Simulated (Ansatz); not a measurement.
**Cost and result for the equilibrium volume of Bi2TeSe2**

```cif
data_structure
_symmetry_space_group_name_H-M 'R-3m:H'
_symmetry_Int_Tables_number 166
_cell_length_a 4.1830
_cell_length_b 4.1830
_cell_length_c 29.1370
_cell_angle_alpha 90.000
_cell_angle_beta 90.000
_cell_angle_gamma 120.000
_cell_volume 441.52
loop_
_atom_site_label
_atom_site_type_symbol
_atom_site_symmetry_multiplicity
_atom_site_Wyckoff_symbol
_atom_site_fract_x
_atom_site_fract_y
_atom_site_fract_z
_atom_site_occupancy
Bi1 Bi 6 c 0.33333 0.66667 0.26861 1
Te1 Te 3 a 0.00000 0.00000 0.00000 1
Se1 Se 6 c 0.66667 0.33333 0.12173 1
```

```csv
rung,level,program and potentials,cutoff (eV),k mesh,smearing,core time,chip,equilibrium volume (Å³/atom),notes
GGA + dispersion,BLYP+D4,"Ansatz, Ansatz PAW",420,7 × 7 × 7,fermi-dirac 0.05,73 s,Intel Xeon,30.55,"potentials made for PBE, which Ansatz adapts in part"
GGA + dispersion,BLYP+D3(BJ),"Ansatz, Ansatz PAW",420,7 × 7 × 7,fermi-dirac 0.05,89 s,Intel Xeon,29.99,"potentials made for PBE, which Ansatz adapts in part"
LDA,LDA,"Ansatz, Ansatz PAW",420,7 × 7 × 7,fermi-dirac 0.05,2.4 min,Arm Neoverse V2,28.86,"potentials made for PBE, which Ansatz adapts in part"
GGA,PBEsol,"Ansatz, Ansatz PAW",420,7 × 7 × 7,fermi-dirac 0.05,3.4 min,Intel Xeon Skylake/Cascade Lake,29.83,"potentials made for PBE, which Ansatz adapts in part"
GGA + dispersion,PBEsol+D4,"Ansatz, Ansatz PAW",420,7 × 7 × 7,fermi-dirac 0.05,3.8 min,Intel Xeon Skylake/Cascade Lake,28.79,"potentials made for PBE, which Ansatz adapts in part"
GGA + dispersion,PBEsol+D3(BJ),"Ansatz, Ansatz PAW",420,7 × 7 × 7,fermi-dirac 0.05,3.9 min,Intel Xeon Skylake/Cascade Lake,28.24,"potentials made for PBE, which Ansatz adapts in part"
GGA + dispersion,PBEsol+D3(BJ)+ATM,"Ansatz, Ansatz PAW",420,7 × 7 × 7,fermi-dirac 0.05,3.9 min,Intel Xeon Skylake/Cascade Lake,28.40,"potentials made for PBE, which Ansatz adapts in part"
meta-GGA,r2SCAN,"Ansatz, Ansatz PAW",500,7 × 7 × 7,fermi-dirac 0.05,4.4 min,Arm Neoverse V2,32.04,"potentials made for PBE, which Ansatz adapts in part"
```

Times are single runs on shared hosts and different chips, so they are rough; meshes, cutoffs and the tasks' sizes weigh on the time. Task: relaxation of cell and atoms. All rows: no spin polarisation. Smearing widths are in eV. Meshes are those of the run's cell of 5 atoms unless a note names another. Relaxations start from the cell shown or near it and stop with a little pressure left. Runs on faulty files, with rough fits or with known faults for this quantity aren't shown. PBE isn't shown for this crystal. No row holds spin-orbit coupling.

By rung: LDA 28.86; GGA + dispersion 28.24 to 30.55; GGA 29.83; meta-GGA 32.04 (Å³/atom).
